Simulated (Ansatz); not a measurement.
# Pd (Fm-3m) in Ansatz: a series of runs

One crystal, Pd, is run at these levels: PBE, LDA; tasks: band structure, single point, equation of state.

Everything below comes from runs of Ansatz 0.2.0. Logs are shortened: lines on timing, memory, paths and dates and some standing lists are left out, and cuts for length are marked.

**1. Starting point**

Symmetry: Fm-3m, No. 225, cubic system. Conventional cell: a = 3.893 Å, b = 3.893 Å, c = 3.893 Å, α = 90.00°, β = 90.00°, γ = 90.00°. Pd (site symmetry m-3m) has 12 Pd at 2.75 Å as nearest neighbours.

**2. Band structure, PBE**

Input file input.yaml:

```yaml
crystal:
  lattice:
    - [0.0, 1.9465, 1.9465]
    - [1.9465, 0.0, 1.9465]
    - [1.9465, 1.9465, 0.0]
  atoms:
    - { symbol: Pd, position: [0.0, 0.0, 0.0] }
kpoints:
  mp_grid: { grid: [12, 12, 12] }
  band_path:
    path:
      - [0.0, 0.0, 0.0]
      - [0.5, 0.0, 0.5]
      - [0.5, 0.25, 0.75]
      - [0.375, 0.375, 0.75]
      - [0.0, 0.0, 0.0]
      - [0.5, 0.5, 0.5]
      - [0.625, 0.25, 0.625]
      - [0.5, 0.25, 0.75]
    npoints: 10
scf:
  occupations: { method: fermi_dirac, width: 0.05 }
hamiltonian:
  xc: pbe
  pseudopotentials: { kind: all_electron, lapw: { basis_error: 0.001 } }
output:
  forces: true
  stress: true
  eigenvalues: true
```

Potentials or basis: all-electron LAPW, scalar-relativistic.

The run is started by

```console
$ ansatz run input.yaml --threads 1 --pin off --max-ram 3072MiB --backend cpu --events-out ev --progress --plain --runs-dir out
```

What it wrote:

```text
Warning: RAYON_NUM_THREADS=1 ignored (pool sized by the plan → 1); use --threads N
LAPW: plane waves up to 8.362 Å⁻¹, error target 1.0e-3 eV per atom; small_component_spin mean_spin; Pd in spheres of 1.376 Å, 28 of its electrons in bands, Dirac shells [] (how accurate: hamiltonian.pseudopotentials.lapw.basis_error, Limitations)
Engine: ansatz 0.2.0, aarch64-unknown-linux-gnu
Pseudopotentials: kind: all_electron
Pseudopotential: Pd, LAPW, valence charge 28, lapw/all_electron/scalar/gaussian/Pd, Koelling and Harmon's equation, gaussian nucleus
Functional definition: PBE
  parameter kappa = 0.804
  parameter beta = 0.06672455060314922
  exchange = pbe_x(kappa = kappa, mu = beta*pi^2/3)
  correlation = pbe_c(beta = beta)
Crystal: 1 atoms, lattice volume = 14.750 Å³
Basis set: ecut = 266.4040498063722 eV, 137 PW (Γ), exchange–correlation at level 2
Bands: 18, of which v1, the nominal top of the filled ones, is band 14 counted from 1 (13 counted from 0)
Symmetry: 48 space group operations
Space group: Fm-3m (ITA 225), of the structure as read, at distance tolerance 2.5e-5 Å
k-points: 72 of 1728
Non-local potential: Pd, projectors of the file, none
Initial density: superposition of atomic densities (chi_scale 0.1, normalization cell)
Initial wavefunctions: plane waves of lowest kinetic energy (no species holds an atomic orbital)
Functional: x = pbe(κ = 0.804, μ = 0.2195149727645171), c = pbe(β = 0.06672455060314922)
iter 1 solved again at ethr=7.19e-4 eV; its pass at ethr=1.00e-1 eV (dr2=2.01e-1 eV) is discarded
SCF iter   1: F=—  HF=-137307.585385 eV  |F-HF|=—  |Δ(HF+E_count)|=         —  Δρ=4.94e-2  dr2=2.02e-1  ethr=7.19e-4  ⟨swp⟩=2.7  Hψ=8280  notcnv=0
preconditioner: auto → none  [metal: Δε(μ)=0.010 eV  Ē_g=13.580 eV  σ=0.050 eV  W_gap=0.05  n_scr=8 (ndim 8)  ℏωp=30.6 eV  f_vac=0.005  D(μ)=2.22/eV (n_scr^D=26)  sad-step TF]
iter 2 solved again at ethr=1.77e-5 eV; its pass at ethr=7.19e-4 eV (dr2=4.97e-3 eV) is discarded
SCF iter   2: F=—  HF=-137306.841646 eV  |F-HF|=—  |Δ(HF+E_count)|=   7.44e-1  Δρ=5.76e-3  dr2=4.97e-3  ethr=1.77e-5  ⟨swp⟩=2.0  Hψ=6463  notcnv=0
SCF iter   3: F=—  HF=-137306.687257 eV  |F-HF|=—  |Δ(HF+E_count)|=   1.54e-1  Δρ=1.00e-2  dr2=1.04e-2  ethr=1.77e-5  ⟨swp⟩=3.0  Hψ=4198  notcnv=0
SCF iter   4: F=—  HF=-137306.680785 eV  |F-HF|=—  |Δ(HF+E_count)|=         —  Δρ=1.09e-3  dr2=1.40e-4  ethr=1.77e-5  ⟨swp⟩=2.0  Hψ=3695  notcnv=0
the basis was enlarged: its passes take 261.1 KiB over the memory plan, 1 of 1 planned eigensolver slots
SCF iter   5: F=—  HF=-137306.680686 eV  |F-HF|=—  |Δ(HF+E_count)|=   9.85e-5  Δρ=2.22e-4  dr2=4.70e-6  ethr=5.01e-7  ⟨swp⟩=2.4  Hψ=3690  notcnv=0
SCF iter   6: F=—  HF=-137306.680687 eV  |F-HF|=—  |Δ(HF+E_count)|=   5.18e-7  Δρ=1.14e-5  dr2=1.12e-8  ethr=1.68e-8  ⟨swp⟩=2.1  Hψ=3669  notcnv=0
SCF iter   7: F=-137306.680686 eV  HF=-137306.680686 eV  |F-HF|=5.21e-9  |Δ(HF+E_count)|=   1.92e-7  Δρ=1.19e-6  dr2=1.27e-10  ethr=3.98e-11  ⟨swp⟩=3.2  Hψ=4010  notcnv=0
SCF 1 converged in 7 iterations: F = -137306.680686 eV  dr2 = 1.27e-10
NSCF: frozen V_eff on 71 k-points
SCF converged after 7 iterations
Free energy (F): -137306.680686 eV
Harris-Foulkes:  -137306.680686 eV  (|F-HF|=5.21e-9)
Internal energy: -137306.661097 eV  (E = F + TS)
E sigma→0 (E₀):  -137306.670892 eV
Entropy (-TS):   -0.019589 eV (-19.589 meV/atom)
Fermi energy:    21.470783 eV
--- Per-component energies (eV) ---
  E_band       = -3134.750544
  E_kinetic    = 143298.143755
  E_xc         = -3922.883975
  E_electrostatic = -276681.920878  (all electrons and nuclei)
  E_smearing   = -0.019589  (= −TS)
  E_closure    = 0.000000  (closes the sum)
  E_atoms      = -137302.962084  (free atoms, spherical and without spin; not in F)
  Σ components = -137306.680686   (vs F -137306.680686, Δ=0.00e0)
  Basis errors (estimates in eV, not in F): energy 2.1e-4 per atom: plane waves 1.7e-4 (1.2e-4 summed), levels above the bands 2.2e-168, relativity 6.2e-8, radial functions 3.5e-5, core shells 5.4e-8; eigenvalues (radial functions only) 4.4e-6; not estimated: angular momenta, meshes, grids; target (lapw.basis_error) 1.0e-3; muffin-tin radii Pd 1.376 Å
--- Forces (eV/Å), atoms counted from 1 ---
  atom   1  Pd    -0.00000000     0.00000000    -0.00000000
  max |Σ_I F_I| component: 6.16e-32 eV/Å
--- Stress (GPa, compression-positive) ---
        6.845168      -0.000000       0.000000
       -0.000000       6.845168      -0.000000
        0.000000      -0.000000       6.845168
  P = ⅓ Tr σ = 6.8452 GPa (68.452 kbar)
--- Band table (eV; the first three rows and the last of 72) ---
  k-point 0: bands = ["-302.8497", "-302.8497", "-302.8497", "-302.8281", "-302.8281", "-62.6444", "-28.1442", "-28.1442", "-28.1442", "14.3474", "18.6474", "18.6474", "18.6474", "20.2602", "20.2602", "38.5107", "43.2257", "43.2257"]
  k-point 1: bands = ["-302.8497", "-302.8497", "-302.8497", "-302.8281", "-302.8281", "-62.6407", "-28.1722", "-28.1481", "-28.1481", "14.5980", "18.5614", "18.7324", "18.7324", "20.2212", "20.2212", "38.7634", "41.8057", "43.5164"]
  k-point 2: bands = ["-302.8497", "-302.8497", "-302.8497", "-302.8281", "-302.8281", "-62.6308", "-28.2486", "-28.1590", "-28.1590", "15.2759", "18.4132", "18.9043", "18.9043", "20.1955", "20.1955", "38.6515", "39.8347", "44.2828"]
  k-point 71: bands = ["-302.8497", "-302.8497", "-302.8497", "-302.8281", "-302.8281", "-62.5718", "-28.4167", "-28.4167", "-28.3014", "17.1589", "18.1040", "18.1040", "20.1639", "21.7825", "30.4002", "30.4002", "31.8832", "33.0925"]
```

Wall time 8.5 s (1 thread of Arm Neoverse V1, shared host); peak memory 0.26 GiB.

What came out:

| Item | Value |
| --- | --- |
| Free energy | -137306.6807 eV |
| Pressure | 6.8 GPa |
| Band gap along the path | none (metal or under the smearing width) |

Levels at the corners of the path, in eV from the Fermi level:
```csv
point,band 10,band 11,band 12,band 13,band 14,band 15,band 16,band 17,band 18
Γ,-7.12,-2.82,-2.82,-2.82,-1.21,-1.21,17.04,21.75,21.75
X,-5.38,-5.09,-0.03,0.31,0.31,3.37,10.79,13.20,13.20
W,-4.31,-3.37,-3.37,-1.31,0.31,8.93,8.93,10.41,11.62
K,-4.72,-4.14,-1.96,-0.94,-0.14,7.14,8.12,10.85,15.90
Γ,-7.12,-2.82,-2.82,-2.82,-1.21,-1.21,17.04,21.75,21.75
L,-5.28,-2.87,-2.87,-0.01,-0.01,1.03,7.34,16.44,20.96
U,-4.72,-4.14,-1.96,-0.94,-0.14,7.14,8.12,10.85,15.90
W,-4.31,-3.37,-3.37,-1.31,0.31,8.93,8.93,10.41,11.62
```

**3. Single point, LDA, 13.87 Å³/atom (volume scaled by 0.94)**

Input file input.yaml:

```yaml
crystal:
  lattice:
    - [0.0, 1.9067643606, 1.9067643606]
    - [1.9067643606, 0.0, 1.9067643606]
    - [1.9067643606, 1.9067643606, 0.0]
  atoms:
    - { symbol: Pd, position: [0.0, 0.0, 0.0] }
kpoints:
  mp_grid: { grid: [12, 12, 12] }
scf:
  occupations: { method: fermi_dirac, width: 0.05 }
hamiltonian:
  xc: lda
  pseudopotentials: { kind: all_electron, lapw: { basis_error: 0.001 } }
output:
  forces: true
  stress: true
  eigenvalues: true
```

Potentials or basis: all-electron LAPW, scalar-relativistic.

The run is started by

```console
$ ansatz run input.yaml --threads 1 --pin off --max-ram 3072MiB --backend cpu --events-out ev --progress --plain --runs-dir out
```

What it wrote:

```text
Warning: RAYON_NUM_THREADS=1 ignored (pool sized by the plan → 1); use --threads N
LAPW: plane waves up to 8.553 Å⁻¹, error target 1.0e-3 eV per atom; small_component_spin mean_spin; Pd in spheres of 1.348 Å, 28 of its electrons in bands, Dirac shells [] (how accurate: hamiltonian.pseudopotentials.lapw.basis_error, Limitations)
[... 3 set-up lines as earlier in the session ...]
Functional definition: SPW92
  exchange = slater_x
  correlation = pw_c
Crystal: 1 atoms, lattice volume = 13.865 Å³
Basis set: ecut = 278.70332183928554 eV, 137 PW (Γ), exchange–correlation at level 2
Bands: 18, of which v1, the nominal top of the filled ones, is band 14 counted from 1 (13 counted from 0)
[... 1 set-up line as earlier in the session ...]
Space group: Fm-3m (ITA 225), of the structure as read, at distance tolerance 2.4e-5 Å
k-points: 72 of 1728
[... 3 set-up lines as earlier in the session ...]
Functional: x = slater, c = lda
iter 1 solved again at ethr=7.89e-4 eV; its pass at ethr=1.00e-1 eV (dr2=2.21e-1 eV) is discarded
SCF iter   1: F=—  HF=-137179.632864 eV  |F-HF|=—  |Δ(HF+E_count)|=         —  Δρ=5.46e-2  dr2=2.22e-1  ethr=7.89e-4  ⟨swp⟩=2.6  Hψ=8279  notcnv=0
preconditioner: auto → none  [metal: Δε(μ)=0.006 eV  Ē_g=14.129 eV  σ=0.050 eV  W_gap=0.03  n_scr=8 (ndim 8)  ℏωp=31.5 eV  f_vac=0.000  D(μ)=2.13/eV (n_scr^D=26)  sad-step TF]
iter 2 solved again at ethr=1.70e-5 eV; its pass at ethr=7.89e-4 eV (dr2=4.77e-3 eV) is discarded
SCF iter   2: F=—  HF=-137178.743792 eV  |F-HF|=—  |Δ(HF+E_count)|=   8.89e-1  Δρ=5.95e-3  dr2=4.77e-3  ethr=1.70e-5  ⟨swp⟩=2.0  Hψ=6647  notcnv=0
SCF iter   3: F=—  HF=-137178.578940 eV  |F-HF|=—  |Δ(HF+E_count)|=   1.65e-1  Δρ=1.00e-2  dr2=9.59e-3  ethr=1.70e-5  ⟨swp⟩=2.9  Hψ=4156  notcnv=0
SCF iter   4: F=—  HF=-137178.569004 eV  |F-HF|=—  |Δ(HF+E_count)|=         —  Δρ=1.27e-3  dr2=1.73e-4  ethr=1.70e-5  ⟨swp⟩=2.0  Hψ=3645  notcnv=0
the basis was enlarged: its passes take 435.6 KiB over the memory plan, 1 of 1 planned eigensolver slots
SCF iter   5: F=—  HF=-137178.568903 eV  |F-HF|=—  |Δ(HF+E_count)|=   1.01e-4  Δρ=1.17e-4  dr2=1.30e-6  ethr=6.20e-7  ⟨swp⟩=2.0  Hψ=3647  notcnv=0
SCF iter   6: F=—  HF=-137178.568903 eV  |F-HF|=—  |Δ(HF+E_count)|=   2.58e-7  Δρ=5.72e-6  dr2=3.10e-9  ethr=4.66e-9  ⟨swp⟩=2.2  Hψ=3670  notcnv=0
SCF iter   7: F=-137178.568903 eV  HF=-137178.568903 eV  |F-HF|=1.46e-10  |Δ(HF+E_count)|=   2.28e-8  Δρ=6.05e-7  dr2=1.80e-11  ethr=1.11e-11  ⟨swp⟩=3.1  Hψ=3934  notcnv=0
SCF 1 converged in 7 iterations: F = -137178.568903 eV  dr2 = 1.80e-11
SCF converged after 7 iterations
Free energy (F): -137178.568903 eV
Harris-Foulkes:  -137178.568903 eV  (|F-HF|=1.46e-10)
Internal energy: -137178.551077 eV  (E = F + TS)
E sigma→0 (E₀):  -137178.559990 eV
Entropy (-TS):   -0.017825 eV (-17.825 meV/atom)
Fermi energy:    22.944098 eV
--- Per-component energies (eV) ---
  E_band       = -3100.978514
  E_kinetic    = 143124.651876
  E_xc         = -3793.342159
  E_electrostatic = -276509.860795  (all electrons and nuclei)
  E_smearing   = -0.017825  (= −TS)
  E_closure    = 0.000000  (closes the sum)
  E_atoms      = -137173.487985  (free atoms, spherical and without spin; not in F)
  Σ components = -137178.568903   (vs F -137178.568903, Δ=0.00e0)
  Basis errors (estimates in eV, not in F): energy 2.0e-4 per atom: plane waves 1.7e-4 (1.2e-4 summed), levels above the bands 4.0e-172, relativity 4.8e-9, radial functions 3.1e-5, core shells 1.1e-7; eigenvalues (radial functions only) 4.8e-6; not estimated: angular momenta, meshes, grids; target (lapw.basis_error) 1.0e-3; muffin-tin radii Pd 1.348 Å
--- Forces (eV/Å), atoms counted from 1 ---
  atom   1  Pd    -0.00000000     0.00000000     0.00000000
  max |Σ_I F_I| component: 1.31e-31 eV/Å
--- Stress (GPa, compression-positive) ---
        4.588131       0.000000       0.000000
        0.000000       4.588131      -0.000000
        0.000000      -0.000000       4.588131
  P = ⅓ Tr σ = 4.5881 GPa (45.881 kbar)
--- Band table (eV; the first three rows and the last of 72) ---
  k-point 0: bands = ["-301.7640", "-301.7640", "-301.7640", "-301.7381", "-301.7381", "-61.2102", "-26.7219", "-26.7219", "-26.7219", "15.2082", "19.7884", "19.7884", "19.7884", "21.6080", "21.6080", "39.9344", "44.9242", "44.9242"]
  k-point 1: bands = ["-301.7640", "-301.7640", "-301.7640", "-301.7381", "-301.7381", "-61.2053", "-26.7576", "-26.7269", "-26.7269", "15.4735", "19.6912", "19.8823", "19.8823", "21.5628", "21.5628", "40.2406", "43.5308", "45.2608"]
  k-point 2: bands = ["-301.7640", "-301.7640", "-301.7640", "-301.7381", "-301.7381", "-61.1919", "-26.8545", "-26.7405", "-26.7405", "16.1867", "19.5229", "20.0734", "20.0734", "21.5295", "21.5295", "40.4580", "41.3902", "46.1699"]
  k-point 71: bands = ["-301.7640", "-301.7640", "-301.7640", "-301.7381", "-301.7381", "-61.1127", "-27.0662", "-27.0662", "-26.9202", "18.1466", "19.1841", "19.1841", "21.4776", "23.2980", "32.1520", "32.1520", "33.6915", "35.0602"]
```

Run time: 4.7 s. Hardware: 1 thread of Arm Neoverse V2, shared host; peak memory 0.26 GiB.

What came out:

```yaml
Free_energy: -137178.5689 eV
Pressure: 4.6 GPa
Band_gap_on_the_k_mesh: none (metal or under the smearing width)
```

**4. Single point, LDA, 14.16 Å³/atom (volume scaled by 0.96)**

input.yaml, as its differences from that of step 3:

```diff
@@ -2,5 +2,5 @@
   lattice:
-    - [0.0, 1.9067643606, 1.9067643606]
-    - [1.9067643606, 0.0, 1.9067643606]
-    - [1.9067643606, 1.9067643606, 0.0]
+    - [0.0, 1.9201927211, 1.9201927211]
+    - [1.9201927211, 0.0, 1.9201927211]
+    - [1.9201927211, 1.9201927211, 0.0]
   atoms:
```

The run is started by

```console
$ ansatz run input.yaml --threads 1 --pin off --max-ram 3072MiB --backend cpu --events-out ev --progress --plain --runs-dir out
```

Run time: 4.8 s. Hardware: 1 thread of Arm Neoverse V2, shared host; peak memory 0.26 GiB.

Results (log left out):

| Quantity | Value |
| --- | --- |
| Free energy | -137178.5726 eV |
| Pressure | -0.5 GPa |
| Band gap on the k mesh | none (metal or under the smearing width) |

**5. Single point, LDA, 14.46 Å³/atom (volume scaled by 0.98)**

input.yaml, as its differences from that of step 4:

```diff
@@ -2,5 +2,5 @@
   lattice:
-    - [0.0, 1.9201927211, 1.9201927211]
-    - [1.9201927211, 0.0, 1.9201927211]
-    - [1.9201927211, 1.9201927211, 0.0]
+    - [0.0, 1.933435848, 1.933435848]
+    - [1.933435848, 0.0, 1.933435848]
+    - [1.933435848, 1.933435848, 0.0]
   atoms:
```

The run is started by

```console
$ ansatz run input.yaml --threads 1 --pin off --max-ram 3072MiB --backend cpu --events-out ev --progress --plain --runs-dir out
```

It took 4.7 s on 1 thread of Arm Neoverse V2, shared host; peak memory 0.26 GiB.

The run converged. Its results:

* Free energy: -137178.5676 eV
* Pressure: -4.9 GPa
* Band gap on the k mesh: none (metal or under the smearing width)

**6. Single point, LDA, 14.75 Å³/atom**

input.yaml, as its differences from that of step 5:

```diff
@@ -2,5 +2,5 @@
   lattice:
-    - [0.0, 1.933435848, 1.933435848]
-    - [1.933435848, 0.0, 1.933435848]
-    - [1.933435848, 1.933435848, 0.0]
+    - [0.0, 1.9465, 1.9465]
+    - [1.9465, 0.0, 1.9465]
+    - [1.9465, 1.9465, 0.0]
   atoms:
```

Potentials or basis: all-electron LAPW, scalar-relativistic.

The run is started by

```console
$ ansatz run input.yaml --threads 1 --pin off --max-ram 3072MiB --backend cpu --events-out ev --progress --plain --runs-dir out
```

It took 4.8 s on 1 thread of Arm Neoverse V2, shared host; peak memory 0.26 GiB.

It converged, with:

| Quantity | Value |
| --- | --- |
| Free energy | -137178.5550 eV |
| Pressure | -8.7 GPa |
| Band gap on the k mesh | none (metal or under the smearing width) |

**7. Single point, LDA, 15.05 Å³/atom (volume scaled by 1.02)**

input.yaml, as its differences from that of step 6:

```diff
@@ -2,5 +2,5 @@
   lattice:
-    - [0.0, 1.9465, 1.9465]
-    - [1.9465, 0.0, 1.9465]
-    - [1.9465, 1.9465, 0.0]
+    - [0.0, 1.9593911042, 1.9593911042]
+    - [1.9593911042, 0.0, 1.9593911042]
+    - [1.9593911042, 1.9593911042, 0.0]
   atoms:
```

The run is started by

```console
$ ansatz run input.yaml --threads 1 --pin off --max-ram 3072MiB --backend cpu --events-out ev --progress --plain --runs-dir out
```

It took 4.8 s on 1 thread of Arm Neoverse V2, shared host; peak memory 0.26 GiB.

Results (log left out):

```yaml
Free_energy: -137178.5358 eV
Pressure: -12.1 GPa
Band_gap_on_the_k_mesh: none (metal or under the smearing width)
```

**8. Single point, LDA, 15.34 Å³/atom (volume scaled by 1.04)**

input.yaml, as its differences from that of step 7:

```diff
@@ -2,5 +2,5 @@
   lattice:
-    - [0.0, 1.9593911042, 1.9593911042]
-    - [1.9593911042, 0.0, 1.9593911042]
-    - [1.9593911042, 1.9593911042, 0.0]
+    - [0.0, 1.9721147795, 1.9721147795]
+    - [1.9721147795, 0.0, 1.9721147795]
+    - [1.9721147795, 1.9721147795, 0.0]
   atoms:
```

The run is started by

```console
$ ansatz run input.yaml --threads 1 --pin off --max-ram 3072MiB --backend cpu --events-out ev --progress --plain --runs-dir out
```

Run time: 4.8 s. Hardware: 1 thread of Arm Neoverse V2, shared host; peak memory 0.26 GiB.

It converged, with:

```
Free energy            : -137178.5109 eV
Pressure               : -14.9 GPa
Band gap on the k mesh : none (metal or under the smearing width)
```

**9. Single point, LDA, 15.64 Å³/atom (volume scaled by 1.06)**

input.yaml, as its differences from that of step 8:

```diff
@@ -2,5 +2,5 @@
   lattice:
-    - [0.0, 1.9721147795, 1.9721147795]
-    - [1.9721147795, 0.0, 1.9721147795]
-    - [1.9721147795, 1.9721147795, 0.0]
+    - [0.0, 1.9846763588, 1.9846763588]
+    - [1.9846763588, 0.0, 1.9846763588]
+    - [1.9846763588, 1.9846763588, 0.0]
   atoms:
```

Potentials or basis: all-electron LAPW, scalar-relativistic.

The run is started by

```console
$ ansatz run input.yaml --threads 1 --pin off --max-ram 3072MiB --backend cpu --events-out ev --progress --plain --runs-dir out
```

Run time: 4.7 s. Hardware: 1 thread of Arm Neoverse V2, shared host; peak memory 0.26 GiB.

It converged, with:

```
Free energy            : -137178.4810 eV
Pressure               : -17.5 GPa
Band gap on the k mesh : none (metal or under the smearing width)
```

**10. Equation of state, LDA**

This step only gathers the single runs of the series.

Results:

- Equilibrium volume: 14.13 Å³/atom
- Bulk modulus: 229 GPa
- Pressure derivative of the bulk modulus: 5.6

Energy against volume, from the lowest point:
```csv
volume (Å³/atom),energy (meV/atom)
13.865,3.69
14.160,0.00
14.455,5.00
14.750,17.60
15.045,36.78
15.340,61.70
15.635,91.60
```

LDA usually gives volumes a few per cent too small. Zero-point motion and thermal expansion aren't in these numbers.
